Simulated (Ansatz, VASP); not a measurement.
Ca in VASP and in Ansatz

```
Ca
1.0
     3.96674   -0.15822    0.00000
    -2.12039    3.67265    0.00000
     0.00000    0.00000   12.54331
Ca
4
Direct
  0.98703 0.99351 0.99607
  0.35399 0.67699 0.25000
  0.98703 0.99351 0.50393
  0.67195 0.33598 0.75000
```

Alike in both runs: task single point; functional PBE; k mesh 12 × 12 × 4; occupations gaussian, width 0.1 eV; no spin polarisation.

|  | VASP | Ansatz |
| --- | --- | --- |
| version | VASP 6.6.1 | Ansatz 0.2.0 |
| potentials or method | VASP PAW PBE potentials, release 64 (Ca_sv) | scalar-relativistic, plane waves, PAW |
| plane-wave cutoff (eV) | 520 | 420 |
| valence electrons in the cell | 40 | 40 |

```csv
,VASP,Ansatz,Ansatz less VASP
gap on the k mesh at the Fermi level (eV),none,none,-
pressure (GPa),-0.7,-0.7,-0.01
largest component of the traceless stress (GPa),0.93,0.93,0.000
rms of the force components (eV/Å),0.056,0.056,-0.0001
```

Atom by atom the forces differ by 0.000 eV/Å (rms over components). A gap of «none» marks a metal or a gap that the smearing closes. The functional is the same, so the differences come from potentials, cutoffs and numerics. Ansatz warned: «structure_snapped_to_symmetry».
